Question: Why does the SnSe gap jump only in the last row?

I work with thermoelectric materials and wanted a calculated band gap for SnSe to set beside the measured one. I have the same crystal in eleven runs with various density functionals, from the local density approximation (LDA) through gradient-corrected functionals (GGA) to one meta-GGA.

Kohn-Sham DFT of SnSe (Pnma, 8-atom cell) at one fixed geometry, without spin polarization or spin-orbit coupling. All runs use a 3×6×6 k mesh and Fermi-Dirac smearing of 0.05 eV, and the gaps are read on this mesh. The basis column gives the cutoff energy for Ansatz, Kmax in 1/bohr for FLEUR and the numerical orbital set for SIESTA.

```
    method      rung  program                            potentials      basis  gap (eV)  computed less measured (eV)
       LDA       LDA   Ansatz                            Ansatz PAW     420 eV     0.476                       -0.414
        PZ       LDA    FLEUR                          all electron   3.8 Kmax     0.474                       -0.416
    Wigner       LDA    FLEUR                          all electron  4.28 Kmax     0.437                       -0.453
      AM05       GGA   SIESTA            PseudoDojo 0.4 standard NC        DZP     0.518                       -0.372
      BP86       GGA   SIESTA            PseudoDojo 0.4 standard NC        DZP     0.592                       -0.298
       PBE       GGA   SIESTA  SG15 1.2 NC or PseudoDojo by element        DZP     0.541                       -0.349
       PBE       GGA    FLEUR                          all electron     4 Kmax     0.542                       -0.348
    PBEsol       GGA   Ansatz                            Ansatz PAW     420 eV     0.484                       -0.406
    revPBE       GGA   SIESTA            PseudoDojo 0.4 standard NC        DZP     0.566                       -0.324
vdW-DF-C09       GGA   SIESTA            PseudoDojo 0.4 standard NC        DZP     0.555                       -0.335
    r2SCAN  meta-GGA   Ansatz                            Ansatz PAW     500 eV     0.826                       -0.064
```

I expected each step up the ladder to bring a similar gain. Instead LDA and GGA look much alike, and then r2SCAN jumps. PBEsol is called a GGA but sits with LDA, and the Wigner row goes the wrong way. Is there one reason behind this, and can I trust r2SCAN because it lands near experiment?

Answer:

The rows differ less in how much they know about the density than in what they can do to an individual electron state. In LDA and GGA, exchange and correlation enter as one common potential, a landscape that every electron state feels in the same way. Take two states whose electrons are spread over the crystal identically, but one of which oscillates more rapidly in space. The common potential gives both the same exchange-correlation energy, so it can move a filled state against an empty one only if the two occupy different regions.

In ordinary LDA and GGA functionals that is a weak handle on the gap. In exact Kohn-Sham theory, the true gap is the spacing of the orbital energies plus a further upward step for an added electron, called the derivative discontinuity. LDA and GGA lack this step, which is the standard reason why their gaps come out too small. Here they fall short of the measured gap by 0.43 eV on average for LDA and 0.35 eV for GGA, so adding gradients repairs only a small part of the error.

r2SCAN has a different kind of handle. It also depends on the kinetic-energy density τ, which records how steeply the occupied orbitals vary at each point. An orbital φ then acquires an extra energy of the form

extra energy = ½ ∫ v_τ |∇φ|² d³r

where v_τ tells how strongly the exchange-correlation energy responds to τ, and ∇φ is the slope of the orbital. Two states with the same density but different slopes now get different exchange-correlation energies.

The sign of the effect can be argued too. In r2SCAN, exchange binds less strongly as τ rises at fixed density, so steep orbitals pay a price. Empty states must be orthogonal to the filled ones, which generally gives them more nodes and steeper slopes, and they are pushed up more. In this way the orbital gap takes in part of the step that LDA and GGA leave out. This is theory and not a reading of the table, but it leads one to expect a rise where τ enters. How large the rise is depends on how strongly the functional responds to τ: TPSS, an older meta-GGA, usually opens gaps only a little beyond PBE.

The size of the jump is clearest within one program. From LDA to PBEsol the gap rises by 0.008 eV; from PBEsol to r2SCAN it rises by 0.342 eV. PBEsol is the lowest of the GGA rows, but even from PBE in FLEUR the rise is 0.284 eV. The crystal geometry is the same in all rows, so it cannot cause this. Nor is the choice of program a likely cause: Ansatz and FLEUR agree to 0.002 eV for LDA. The two PBE runs, in SIESTA and FLEUR, also agree closely in the gap and differ by 0.03 eV in the direct gap, a tenth of the jump or less.

What happens to the bands during the jump? There are two simple extremes. In one, the whole set of empty bands moves up like a rigid block. In the other, the entire band structure is stretched, so that the gap grows by the same factor as the spacings among the filled levels.

The calculated levels at Γ, the centre of the Brillouin zone, can tell these apart. Neither edge of the gap lies at Γ, so the comparison involves different states. If the empty bands move as a block, two conduction levels at Γ, measured from the top of the valence band, should rise by as much as the gap does:

change of gap ≈ ½ (rise of lower level + rise of upper level)

From PBEsol to r2SCAN the lower level goes from 0.744 to 1.013 eV and the upper one from 2.912 to 3.281 eV. This gives

½ (0.269 + 0.369) eV = 0.319 eV

against the computed 0.342 eV, an estimate 7% below the actual step. Stretching would give only about 0.04 eV. The rigid block is therefore much the better picture, though a rough one: the lower level rises by less than the gap and the upper one by more, so part of the close match comes from averaging. Some difference is natural if the extra energy depends on the shape of each orbital, whereas a pure discontinuity would lift all empty states equally.

The same estimate, which has no adjustable constant, also follows the smaller steps from PZ to PBE and from PZ to Wigner to within 0.01 eV. It describes how the bands move, whatever the cause. The printed output after this answer sets both pictures beside each step.

Now to the rows that looked odd. PBEsol is easiest to understand from a limiting case: if the gradient terms of PBE or PBEsol are turned down to zero, LDA is what remains. PBEsol has weaker gradient terms than PBE, with little more than half its coefficient in exchange for slowly varying densities. It should therefore lie nearer to LDA, and it does. The gap does not follow the coefficient in proportion, however: PBE gains 0.068 eV over its LDA partner, while PBEsol gains almost nothing.

The Wigner row is still an LDA. It keeps the local exchange of PZ and changes only the correlation part, and its gap is 0.037 eV smaller. Wigner's correlation energy varies less between dense and dilute regions than that of PZ. My guess is that this favours empty states that reach into the dilute regions. The Wigner run does hold slightly less charge close to the atoms than the PZ run, but that concerns the filled states; a map of the empty ones would be needed to confirm the guess. The row does show that a change of the common potential can narrow the gap as well as widen it.

Among the other GGA rows I would not interpret the exact order. From AM05 to BP86 the gap spans 0.074 eV, which is more than the difference seen between the two PBE runs, but the steps in between are too small to rank. Several of these runs also combine a functional with atomic potentials made for another one. The vdW-DF-C09 row is still instructive: it contains nonlocal correlation and is no ordinary GGA, yet its gap lies within the GGA range. It too acts through a common potential, so its place there fits the argument.

As for trusting r2SCAN, its gap is only 0.064 eV below the measured value, but the two numbers do not describe quite the same thing. The measurement was made at 300 K, while the calculation holds the atoms still. The gap of SnSe shrinks on heating, so a perfect calculation for the real crystal with its atoms at rest should come out above the measured value. On that count alone, the shortfall of r2SCAN would be larger than it looks.

The crystal used here adds to the doubt. Its atoms were not relaxed (the SIESTA runs find forces of about 0.5 to 0.8 eV/Å on them), and its shortest Sn–Se contacts, 2.693 Å, are somewhat shorter than in the real material at room temperature. Spin-orbit coupling is left out as well, and r2SCAN was run in one program only. The geometry and the missing spin-orbit coupling bear mainly on the distance from experiment, since all functionals see the same crystal; the lack of a second program leaves the exact size of the r2SCAN jump unchecked. Also, the gaps are read on the k mesh, which can miss the exact band edges, so the true gaps of these calculations may be slightly smaller.

For practical use, separate the size of the gap from the arrangement of the bands around it. The size depends strongly on the functional, and every row here is below experiment. The distance between the indirect and the direct gap, by contrast, stays between 0.16 and 0.20 eV on this k mesh, even though the gap itself nearly doubles from the lowest row to the highest. When you meet another functional, first ask whether it can treat two orbitals with the same density differently. If it cannot, as with the ordinary LDA and GGA forms here, a modest shift of the gap is the first guess. Some common potentials built specially to open gaps are exceptions.

The analysis program printed:

```
Gap beside direct gap:
         row  percent of measured gap  direct gap eV  direct less indirect eV
         LDA                    53.48         0.6667                   0.1907
          PZ                    53.26         0.6653                   0.1913
      Wigner                     49.1         0.6354                   0.1984
        AM05                     58.2         0.6856                   0.1676
        BP86                    66.52         0.7569                   0.1649
         PBE                    60.79         0.7423                   0.2013
         PBE                     60.9         0.7138                   0.1718
      PBEsol                    54.38         0.6658                   0.1818
      revPBE                     63.6         0.7268                   0.1608
  vdW-DF-C09                    62.36         0.7262                   0.1712
      r2SCAN                    92.81         0.9934                   0.1674
mean computed less measured of the LDA rows in eV: -0.4277
mean computed less measured of the GGA rows in eV: -0.3474
gap step LDA to PBEsol in Ansatz in eV: 0.008
gap step PBEsol to r2SCAN in Ansatz in eV: 0.342
gap step PZ to PBE in FLEUR in eV: 0.068
gap step PZ to Wigner in FLEUR in eV: -0.037
LDA in Ansatz less PZ in FLEUR in eV: 0.002
PBE gap in SIESTA less FLEUR in eV: -0.001
PBE direct gap in SIESTA less FLEUR in eV: 0.02844
BP86 less AM05 in SIESTA in eV: 0.074
share of the PBEsol shortfall closed by r2SCAN in percent: 84.24
lower conduction level at Gamma PBEsol to r2SCAN in eV: 0.269
upper conduction level at Gamma PBEsol to r2SCAN in eV: 0.369
rigid shift predicts PBEsol to r2SCAN in eV: 0.319
rigid shift predicts PZ to PBE in eV: 0.0585
rigid shift predicts PZ to Wigner in eV: -0.041
rigid shift predicts LDA to PBEsol in eV: 0.0045
stretching predicts PBEsol to r2SCAN in eV: 0.03933
stretching predicts PZ to PBE in eV: 0.01005
stretching predicts PZ to Wigner in eV: 0.004731
stretching predicts LDA to PBEsol in eV: 0.01011
```
